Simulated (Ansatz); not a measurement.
# What CsPbCl3 (model cell, started as cubic perovskite with Pb in the octahedra) distorts into

Aim: this structure of CsPbCl3 (model cell, started as cubic perovskite with Pb in the octahedra) is to be tested for unstable modes, and one is followed downhill.

Calculated with Ansatz 0.2.0; DFT LDA, scalar-relativistic, plane waves, PAW; PAW set soft_1.

## 1. Starting point

The structure is cubic, space group Pm-3m (No. 221). The conventional cell has a = 5.520 Å, b = 5.520 Å, c = 5.520 Å, α = 90.00°, β = 90.00°, γ = 90.00°. Nearest to Cs lie 12 Cl at 3.90 Å. Pb has 6 Cl at 2.76 Å nearest. Nearest to Cl lie 2 Pb at 2.76 Å and 4 Cs at 3.90 Å. Farther neighbours and most contacts between anions are not listed.

## 2. The dispersion

The cell comes from relaxations at this level that are not shown. Stability and thermal properties need the whole zone. Linear response on a 2×2×2 q mesh gives force constants as far as a supercell of that size would, and the tensors from the zone-centre run are typed in so that the long-range dipole term is interpolated apart.

File input.yaml:

```yaml
crystal:
  lattice:
    - [5.5203976441, 0.0, 0.0]
    - [0.0, 5.5203976441, 0.0]
    - [0.0, 0.0, 5.5203976441]
  atoms:
    - { symbol: Cs, position: [0.0, 0.0, 0.0] }
    - { symbol: Pb, position: [0.5, 0.5, 0.5] }
    - { symbol: Cl, position: [0.5, 0.5, 0.0] }
    - { symbol: Cl, position: [0.5, 0.0, 0.5] }
    - { symbol: Cl, position: [0.0, 0.5, 0.5] }
kpoints:
  mp_grid: { grid: [10, 10, 10] }
hamiltonian:
  xc: lda
  pseudopotentials: { kind: paw, azcp: { folder: soft_1 }, xc_functional: pbe }
scf:
  occupations: { method: fixed }
output:
  eigenvalues: true
phonons:
  method: dfpt
  qmesh: [2, 2, 2]
  temperatures: { t_max: 1000, t_step: 50 }
  qpath:
    path:
      - [[0.0, 0.0, 0.0], [0.0, 0.5, 0.0], [0.5, 0.5, 0.0], [0.0, 0.0, 0.0], [0.5, 0.5, 0.5], [0.0, 0.5, 0.0]]
      - [[0.5, 0.5, 0.5], [0.5, 0.5, 0.0]]
    npoints: 10
  non_analytic_term:
    high_frequency_dielectric_tensor: [[4.3736, 0.0, 0.0], [0.0, 4.3736, 0.0], [0.0, 0.0, 4.3736]]
    born_effective_charges:
      - { species: Cs, tensor: [[1.3254, 0.0, 0.0], [0.0, 1.3254, 0.0], [0.0, 0.0, 1.3254]] }
      - { species: Pb, tensor: [[4.0189, 0.0, 0.0], [0.0, 4.0189, 0.0], [0.0, 0.0, 4.0189]] }
      - { species: Cl, tensor: [[-0.7096, 0.0, 0.0], [0.0, -0.7096, 0.0], [0.0, 0.0, -3.925]] }
      - { species: Cl, tensor: [[-0.7096, 0.0, 0.0], [0.0, -3.925, 0.0], [0.0, 0.0, -0.7096]] }
      - { species: Cl, tensor: [[-3.925, 0.0, 0.0], [0.0, -0.7096, 0.0], [0.0, 0.0, -0.7096]] }
    source: "zone-centre run at this cell"
```

Started as:

```console
$ ansatz run input.yaml --threads 4 --pin off --max-ram 16384MiB --backend cpu --events-out ev --progress --plain --runs-dir out
```

Numbers of over 12 decimals in the logs are rounded to 6 here.

Log:

```text
Engine: ansatz 0.2.0, x86_64-unknown-linux-gnu
Pseudopotentials: kind: paw
Pseudopotential: Cs, paw, valence charge 9, recommended cutoff 420 eV (normal), soft_1/Cs.paw.azcp
Pseudopotential: Pb, paw, valence charge 14, recommended cutoff 420 eV (normal), soft_1/Pb.paw.azcp
Pseudopotential: Cl, paw, valence charge 7, recommended cutoff 420 eV (normal), soft_1/Cl.paw.azcp
Functional definition: SPW92
  exchange = slater_x
  correlation = pw_c
Crystal: 5 atoms, lattice volume = 168.233 Å³
Basis set: ecut = 420 eV, 3287 PW (Γ), exchange–correlation on 80×80×80 points (8 copies of the dense FFT grid, shifted against one another)
Bands: 27, of which v1, the nominal top of the filled ones, is band 22 counted from 1 (21 counted from 0)
Symmetry: 48 space group operations
k-points: 56 of 1000
Non-local potential: Cs, projectors of the file, l = 0: 3, l = 1: 2, l = 2: 2, l = 3: 2
Non-local potential: Pb, projectors of the file, l = 0: 2, l = 1: 2, l = 2: 2, l = 3: 1
Non-local potential: Cl, projectors of the file, l = 0: 2, l = 1: 2, l = 2: 1
PAW form: soft (Blöchl's): semilocal exchange-correlation on the pseudo side does not see the compensation charge
PAW frozen core: Cs, regenerated for the run's functional, and the local potential with it (the file was generated under x = pbe(κ = 0.804, μ = 0.219515), c = pbe(β = 0.066725))
PAW frozen core: Pb, regenerated for the run's functional, and the local potential with it (the file was generated under x = pbe(κ = 0.804, μ = 0.219515), c = pbe(β = 0.066725))
PAW frozen core: Cl, regenerated for the run's functional, and the local potential with it (the file was generated under x = pbe(κ = 0.804, μ = 0.219515), c = pbe(β = 0.066725))
PAW one-centre angular grid: Cs, 194 points (default); XC on 64 Gauss nodes
PAW one-centre angular grid: Pb, 590 points (default); XC on 64 Gauss nodes
PAW one-centre angular grid: Cl, 110 points (default); XC on 64 Gauss nodes
Initial density: superposition of atomic densities (chi_scale 0.1, normalization cell, long waves kept (reshape's long-wave potential 0.00 eV rms))
Initial wavefunctions: pseudopotential atomic-orbital guess
Functional: x = slater, c = lda
SCF iter   1: F=—  HF=-20249.820572 eV  |F-HF|=—  |Δ(HF+E_count)|=         —  Δρ=2.44e-2  dr2=2.26e0  ethr=3.10e-3  ⟨swp⟩=5.0  Hψ=6399  notcnv=0  defer=93
preconditioner: auto → Resta (q_TF=auto, 2.182 Å⁻¹)  ε∞=3.1  [insulator: Δε(μ)=1.201 eV  Ē_g=12.676 eV  n_scr=26 (ndim 8)  ℏωp=18.6 eV  f_vac=0.010  ε∞_Penn≈3.1]
SCF iter   2: F=—  HF=-20249.035904 eV  |F-HF|=—  |Δ(HF+E_count)|=   7.85e-1  Δρ=1.08e-2  dr2=6.54e-1  ethr=3.10e-3  ⟨swp⟩=3.4  Hψ=3331  notcnv=0  defer=118
SCF iter   3: F=—  HF=-20248.704520 eV  |F-HF|=—  |Δ(HF+E_count)|=   3.31e-1  Δρ=3.25e-3  dr2=5.75e-2  ethr=1.49e-3  ⟨swp⟩=3.5  Hψ=3145  notcnv=0  defer=153
SCF iter   4: F=—  HF=-20248.676934 eV  |F-HF|=—  |Δ(HF+E_count)|=   2.76e-2  Δρ=1.13e-3  dr2=3.31e-3  ethr=1.31e-4  ⟨swp⟩=3.6  Hψ=2865  notcnv=0  defer=154
SCF iter   5: F=—  HF=-20248.676556 eV  |F-HF|=—  |Δ(HF+E_count)|=   3.78e-4  Δρ=1.81e-4  dr2=6.03e-5  ethr=7.53e-6  ⟨swp⟩=3.0  Hψ=2395  notcnv=0  defer=164
SCF iter   6: F=—  HF=-20248.676593 eV  |F-HF|=—  |Δ(HF+E_count)|=   3.79e-5  Δρ=2.11e-5  dr2=6.71e-7  ethr=1.37e-7  ⟨swp⟩=2.0  Hψ=2214  notcnv=0  defer=162
SCF iter   7: F=—  HF=-20248.676598 eV  |F-HF|=—  |Δ(HF+E_count)|=   4.87e-6  Δρ=4.47e-6  dr2=2.31e-8  ethr=1.52e-9  ⟨swp⟩=2.1  Hψ=2691  notcnv=0  defer=147
SCF iter   8: F=—  HF=-20248.676598 eV  |F-HF|=—  |Δ(HF+E_count)|=   1.11e-9  Δρ=1.08e-6  dr2=1.69e-9  ethr=5.24e-11  ⟨swp⟩=2.0  Hψ=2587  notcnv=0  defer=147
SCF iter   9: F=—  HF=-20248.676598 eV  |F-HF|=—  |Δ(HF+E_count)|=  5.28e-10  Δρ=2.02e-7  dr2=1.02e-10  ethr=3.84e-12  ⟨swp⟩=2.0  Hψ=2632  notcnv=0  defer=147
SCF iter  10: F=-20248.676598 eV  HF=-20248.676598 eV  |F-HF|=0.00e0  |Δ(HF+E_count)|=  1.46e-10  Δρ=4.48e-8  dr2=7.21e-12  ethr=1.00e-12  ⟨swp⟩=15.8  Hψ=11068  notcnv=0
SCF 1 converged in 10 iterations: F = -20248.676598 eV  dr2 = 7.21e-12
  greatest PAW one-centre occupation: 0.983 electrons in one spin orbital (limit 2), on the Pb atom at site 1 (counted from 0), in its partial waves of l = 2
NSCF: frozen V_eff on 56 k-points
NSCF: frozen V_eff on 216 k-points
DFPT response loops at q = (0, 0, 0) (fractional): preconditioner auto → Resta (q_TF=auto, 2.182 Å⁻¹)  ε∞=6.2 (no band partly filled); β = 1.00, the filter's whole step (`scf.mixing.beta` (0.50) is not read by the response loops at its default; to damp them type it under 1.00, their step now; it binds the ground state too); Broyden in place of MSR1
NSCF: frozen V_eff on 432 k-points
DFPT response loops at q = (0, 0, -0.5) (fractional): mixed as the last ones told, above
NSCF: frozen V_eff on 432 k-points
DFPT response loops at q = (0, -0.5, -0.5) (fractional): mixed as the last ones told, above
NSCF: frozen V_eff on 432 k-points
DFPT response loops at q = (-0.5, -0.5, -0.5) (fractional): mixed as the last ones told, above
SCF converged after 10 iterations
Free energy (F): -20248.676598 eV
Harris-Foulkes:  -20248.676598 eV  (|F-HF|=0.00e0)
Internal energy: -20248.676598 eV  (E = F + TS)
E sigma→0 (E₀):  -20248.676598 eV
Fermi energy:    4.514441 eV
--- Per-component energies (eV) ---
  E_band       = -226.626475
  E_kinetic    = 895.019935
  E_local      = -2560.422849  (includes V_loc(G=0)·N_el)
  E_nonlocal   = 433.288682
  E_hartree    = 960.115708
  E_xc         = -702.999852
  E_vxc        = -626.787125  (∫ρ·V_xc dr)
  E_paw        = -16857.766126  (= ΣΔE_a)
  E_vpaw       = -287.956911  (= ΣTr[D̂ρ^β])
  E_aug_tail   = 0.000325  (compensation charges beyond the density's cutoff)
  E_ewald      = -2416.676833
  E_core_change = 0.764411  (= ΣΔE_core)
  E_smearing   = -0.000000  (= −TS)
  E_closure    = 0.000000  (closes the sum)
  Σ components = -20248.676598   (vs F -20248.676598, Δ=0.00e0)
--- Band table (eV; the first three rows and the last of 56) ---
  k-point 0: bands = [... 18 lower, 1.5588, 1.6961, 1.6961, 1.6961, 7.2688, 8.2230, 8.2230, 9.2104, ... 1 higher]
  k-point 1: bands = [... 18 lower, 1.5479, 1.6837, 1.6837, 1.6928, 7.3772, 8.2979, 8.3036, 9.2468, ... 1 higher]
  k-point 2: bands = [... 18 lower, 1.5200, 1.6505, 1.6505, 1.7304, 7.6719, 8.5157, 8.5271, 9.3532, ... 1 higher]
  k-point 55: bands = [... 18 lower, 2.0438, 2.0438, 2.0438, 4.5144, 6.0530, 6.0530, 6.0530, 9.0629, ... 1 higher]
--- Phonons (Γ-DFPT): 4 representative perturbations + reference (Σ response iterations 13) ---
  ASR residual: 7.065e-5 → 0.000e0 eV/Å²; symmetrization residual: 2.738e-5 eV/Å²
  ASR residual per site (eV/Å²): 1.79e-5 3.73e-7 7.06e-5 7.06e-5 7.06e-5
  Γ frequencies (cm⁻¹): -27.65 -27.65 -27.65 -18.72 -18.72 -18.72 0.00 0.00 0.00 44.08 44.08 44.08 163.53 163.53 163.53
--- Phonons (arbitrary-q DFPT): 4 irreducible q on the 2×2×2 mesh ---
  q = [0.0000, 0.0000, 0.0000] (star 1, of the zone-centre solve; hermiticity 1.65e-5, symmetrization 7.99e-12): -27.65 -27.65 -27.65 -18.72 -18.72 -18.72 -0.00 -0.00 0.00 44.08 44.08 44.08 163.53 163.53 163.53
  q = [0.0000, 0.0000, -0.5000] (star 3, 9 solved perturbations in 1674 linear systems a pass and spin channel, the states on 216 of 1000 k-point pairs; hermiticity 5.90e-6, symmetrization 3.75e-13): -17.58 -17.58 -13.54 -13.54 24.77 35.16 35.16 36.27 36.27 39.69 50.72 114.52 163.87 163.87 266.82
  q = [0.0000, -0.5000, -0.5000] (star 3, 9 solved perturbations in 1674 linear systems a pass and spin channel, the states on 216 of 1000 k-point pairs; hermiticity 5.51e-6, symmetrization 2.07e-12): -55.33 -27.48 -27.48 8.00 30.89 32.93 32.93 43.72 43.72 84.59 107.99 107.99 164.04 244.37 274.51
  q = [-0.5000, -0.5000, -0.5000] (star 1, 4 solved perturbations in 594 linear systems a pass and spin channel, the states on 216 of 1000 k-point pairs; hermiticity 7.72e-7, symmetrization 8.04e-12): -55.78 -55.78 -55.78 -14.88 -14.88 -14.88 78.04 78.04 78.04 105.07 105.07 105.07 244.16 244.16 279.80
  sum rule: each row above includes the acoustic sum rule's correction from the zone centre's row sums; it moved no ω² by more than (0.74 cm⁻¹)²
  mesh force constants: q→R imaginary residual 5.78e-18; ASR residual 7.065e-5 → 0.000e0 eV/Å²; symmetrization residual 5.329e-15 eV/Å²
  interpolated dispersion: 63 rows × 15 modes
  density of states and harmonic sums: on the 12×12×12 q-mesh, interpolated from the force constants of a 2×2×2 supercell (with the dipole–dipole term of supplied tensors)
  largest difference from the sums on the solved wave vectors: F 1.07e-1 eV, S 1.37e-4 and C_V 2.99e-5 eV/K
  zero-point energy: 0.066997 eV/cell   skipped modes (ω ≤ 0): 361, of them read as no rigid motion or as one in doubt: 358 (4.151e0 modes/cell left out, lowest -55.78 cm⁻¹)   left out of the sums: 2.77e-1 of the cell's modes: C_V's classical limit lies that fraction below 3 k_B per atom; for a crystal, a wire or a layer, F and S can be off by more, and a phonons.interpolated_qmesh denser along its periods is the remedy for the sampling
```

Elapsed: 7.9 min, on 4 threads of Intel Xeon Platinum 8259CL at 2.50GHz (Skylake/Cascade Lake), shared host; peak memory 2.5 GiB; 31 min of CPU time.

Numbers from this step:

```yaml
gap_on_the_k_mesh: 1.539 eV
volume_per_atom: 33.65 Å³
sum_rule_residual_before_enforcement: 7.06e-5 eV/Å²
lowest_frequency_on_the_path: -55.78 cm⁻¹
point_group: m-3m
highest_frequency_on_the_path_or_at_a_solved_wavevector: 279.8 cm⁻¹
highest_optical_mode_at_the_zone_centre_no_lo_to_term: 163.5 cm⁻¹
lowest_optical_zone_centre_mode: -27.65 cm⁻¹
lowest_mode_on_the_q_mesh_acoustic_modes_at_gamma_apart: -55.78 cm⁻¹
```

Frequencies (cm⁻¹) solved at each irreducible wavevector; negative means imaginary. Frequencies by wavevector, by row:

```tsv
q in reciprocal lattice units	star	mode 1	mode 2	mode 3	mode 4	mode 13	mode 14	mode 15
0 0 0	1	-27.6	-27.6	-27.6	-18.7	163.5	163.5	163.5
0 0 -0.5	3	-17.6	-17.6	-13.5	-13.5	163.9	163.9	266.8
0 -0.5 -0.5	3	-55.3	-27.5	-27.5	8	164	244.4	274.5
-0.5 -0.5 -0.5	1	-55.8	-55.8	-55.8	-14.9	244.2	244.2	279.8
```

Interpolated from a 2×2×2 q mesh, with the LO-TO term (at Γ the limit along the path; where Γ stands inside the path, tables give the limit on arrival). Phonon branches along the path, in cm⁻¹:

```tsv
point	branch 1	branch 2	branch 3	branch 4	branch 12	branch 13	branch 14	branch 15
Γ	-28	-28	-19	-19	46	164	164	250
halfway	-24	-24	-13	-13	87	164	164	258
X	-18	-18	-14	-14	114	164	164	267
halfway	-44	-20	-19	-12	111	164	211	268
M	-55	-28	-28	8	108	164	244	274
halfway	-39	-23	-19	6	87	164	200	254
Γ	-28	-28	-19	-19	46	164	164	250
halfway	-40	-36	-36	-8	87	203	203	252
R	-56	-56	-56	-15	105	244	244	280
halfway	-46	-42	-36	-13	109	205	217	268
X	-18	-18	-14	-14	114	164	164	267
jump to R	-56	-56	-56	-15	105	244	244	280
halfway	-56	-45	-45	-12	107	210	244	275
M	-55	-28	-28	8	108	164	244	274
```

Symmetry leaves 4 wavevectors to solve. The lowest mode among them, the acoustic zeros apart, lies at q = (-0.5, -0.5, -0.5) and is imaginary, 55.8i cm⁻¹, so the energy falls along it.

## 3. The mode frozen in, largest atomic shift 0 Å

The mode followed lies at q = (0, -0.5, -0.5) with frequency 55.3i cm⁻¹, one of the unstable modes though not the softest. At small amplitude the distorted cell has space group no. 127 by a symmetry search on the positions. The undistorted cell that holds it gives the zero of energy on the same k mesh.

System of this step: CsPbCl3 (model cell, started as cubic perovskite with Pb in the octahedra). The structure is cubic, space group Pm-3m (No. 221). The conventional cell has a = 5.520 Å, b = 5.520 Å, c = 5.520 Å, α = 90.00°, β = 90.00°, γ = 90.00°. Nearest to Cs lie 12 Cl at 3.90 Å. Nearest to Pb lie 6 Cl at 2.76 Å. Nearest to Cl lie 2 Pb at 2.76 Å and 4 Cs at 3.90 Å. Nearest to Cl lie 2 Pb at 2.76 Å and 4 Cs at 3.90 Å. Farther neighbours and most contacts between anions are not listed.

File input.yaml:

```yaml
crystal:
  lattice:
    - [-5.5203976441, 0.0, 0.0]
    - [0.0, -5.5203976441, -5.5203976441]
    - [0.0, -5.5203976441, 5.5203976441]
  atoms:
    - { symbol: Cs, position: [0.0, 0.5, 0.5] }
    - { symbol: Cs, position: [0.0, 0.0, 0.0] }
    - { symbol: Pb, position: [0.5, 0.0, 0.5] }
    - { symbol: Pb, position: [0.5, 0.5, 0.0] }
    - { symbol: Cl, position: [0.5, 0.25, 0.25] }
    - { symbol: Cl, position: [0.5, 0.75, 0.75] }
    - { symbol: Cl, position: [0.5, 0.25, 0.75] }
    - { symbol: Cl, position: [0.5, 0.75, 0.25] }
    - { symbol: Cl, position: [0.0, 0.0, 0.5] }
    - { symbol: Cl, position: [0.0, 0.5, 0.0] }
kpoints:
  mp_grid: { grid: [8, 6, 6] }
hamiltonian:
  xc: lda
  pseudopotentials: { kind: paw, azcp: { folder: soft_1 }, xc_functional: pbe }
scf:
  occupations: { method: gaussian, width: 0.02 }
output:
  forces: true
  stress: true
  eigenvalues: true
```

Log:

```text
[...]
Crystal: 10 atoms, lattice volume = 336.466 Å³
Basis set: ecut = 420 eV, 6563 PW (Γ)
Bands: 54, of which v1, the nominal top of the filled ones, is band 44 counted from 1 (43 counted from 0)
Symmetry: 32 space group operations
[...]
k-points: 50 of 288
[...]
k-point 0: bands = [... 40 lower, 1.6961, 1.6961, 2.0314, 3.6222, 6.7254, 6.7254, 7.2688, 8.2230, ... 4 higher]
  k-point 1: bands = [... 40 lower, 1.6784, 1.7035, 1.9864, 3.3079, 6.9949, 7.0655, 7.4173, 8.3289, ... 4 higher]
  k-point 2: bands = [... 40 lower, 1.7041, 1.7362, 1.8956, 2.6456, 7.6885, 7.7875, 7.8048, 8.5866, ... 4 higher]
  k-point 49: bands = [... 40 lower, 2.0315, 2.0315, 3.6223, 3.6223, 6.7254, 6.7254, 6.7254, 6.7254, ... 4 higher]
[key lines of the parts left out:]
SCF converged after 8 iterations
Free energy (F): -40497.353034 eV
Fermi energy:    5.283565 eV
P = ⅓ Tr σ = -0.0087 GPa (-0.087 kbar)
```

The job ended after 12 s (4 threads; peak memory 1.2 GiB).

Numbers from this step:

* pressure: -0.008653 GPa
* energy from the undistorted cell: 0 meV/atom

At this level the gap is 1.54 eV on the k-mesh of the self-consistent run, which can miss the band edges.

## 4. The mode frozen in, largest atomic shift 0.6 Å

The atoms are moved along the unstable eigenvector, the largest shift by 0.6 Å, with the cell fixed.

input.yaml, the sections that differ from step 3:

```yaml
crystal:
  lattice:
    - [-5.5203976441, 0.0, 0.0]
    - [0.0, -5.5203976441, -5.5203976441]
    - [0.0, -5.5203976441, 5.5203976441]
  atoms:
    - { symbol: Cs, position: [0.0, 0.5, 0.5] }
    - { symbol: Cs, position: [0.0, 0.0, 0.0] }
    - { symbol: Pb, position: [0.5, 0.0, 0.5] }
    - { symbol: Pb, position: [0.5, 0.5, 0.0] }
    - { symbol: Cl, position: [0.5, 0.1956560887, 0.1956560887] }
    - { symbol: Cl, position: [0.5, 0.8043439113, 0.8043439113] }
    - { symbol: Cl, position: [0.5, 0.3043439113, 0.6956560887] }
    - { symbol: Cl, position: [0.5, 0.6956560887, 0.3043439113] }
    - { symbol: Cl, position: [0.0, 0.0, 0.5] }
    - { symbol: Cl, position: [0.0, 0.5, 0.0] }
# kpoints, hamiltonian, scf, output: as in step 3
```

Log:

```text
[...]
Crystal: 10 atoms, lattice volume = 336.466 Å³
Basis set: ecut = 420 eV, 6563 PW (Γ)
Bands: 54, of which v1, the nominal top of the filled ones, is band 44 counted from 1 (43 counted from 0)
Symmetry: 16 space group operations
[...]
k-points: 50 of 288
[...]
k-point 0: bands = [... 40 lower, 1.7518, 1.7518, 1.8743, 3.1647, 6.6334, 6.6334, 7.4296, 8.2716, ... 5 higher]
  k-point 1: bands = [... 40 lower, 1.7019, 1.7513, 1.9336, 2.9426, 6.8075, 6.8905, 7.5921, 8.3759, ... 5 higher]
  k-point 2: bands = [... 40 lower, 1.6582, 1.7416, 1.9745, 2.4656, 7.2894, 7.4841, 8.0010, 8.6638, ... 5 higher]
  k-point 49: bands = [... 40 lower, 1.9019, 1.9019, 3.3036, 3.3036, 6.4621, 6.4621, 6.5684, 6.5684, ... 5 higher]
[key lines of the parts left out:]
SCF converged after 8 iterations
Free energy (F): -40497.506789 eV
Fermi energy:    5.012795 eV
P = ⅓ Tr σ = -0.5606 GPa (-5.606 kbar)
```

The job ended after 14 s (4 threads; peak memory 1.2 GiB; 55 s of CPU time).

Numbers from this step:

* pressure: -0.5606 GPa
* gap on the k-mesh: 1.918 eV
* energy from the undistorted cell: -15.38 meV/atom

The energy, extrapolated to zero smearing, is -15.38 meV/atom against the undistorted cell.

The run ends at a pressure of -0.56 GPa, with forces up to 0.025 eV/Å.

## 5. Energy along the mode, all amplitudes (two of the runs are shown above)

An imaginary frequency means negative curvature, so the energy should fall and then rise again as anharmonic terms take over.

This step gave:

| Property | Result |
| --- | --- |
| depth at the lowest point sampled | 15.38 meV/atom |
| largest atomic shift at that point | 0.6 Å |

The energy from the parent by largest atomic shift:

```tsv
largest atomic shift (Å)	energy from the parent (meV/atom)
0.000	0
0.040	-0.127
0.080	-0.506
0.140	-1.52
0.220	-3.60
0.320	-7.03
0.450	-11.8
0.600	-15.4
```

Displacement at unit largest shift by atom:

```tsv
atom	x (Å)	y (Å)	z (Å)	size
Cs1	0.00	0.00	0.00	0.00
Cs2	0.00	0.00	0.00	0.00
Pb3	0.00	0.00	0.00	0.00
Pb4	0.00	0.00	0.00	0.00
Cl5	0.00	1.00	0.00	1.00
Cl6	0.00	-1.00	0.00	1.00
Cl7	0.00	0.00	-1.00	1.00
Cl8	0.00	0.00	1.00	1.00
Cl9	0.00	0.00	0.00	0.00
Cl10	0.00	0.00	0.00	0.00
```

The lowest of the steps tried is the last one, at 0.6 Å, 15.4 meV/atom below the parent; the bottom of the well need not coincide with a step.

(Part 1 of 2 ends here.)

[Logs are printed without paths, hosts, clocks, repeated set-up lines and the standing remarks that a program may print on its own settings, such as how far it seeks lower states.]

[Hosts, paths, dates, database ids (printed as entryN), source tags and the programs' standing remarks are cut or masked in the printed files.]
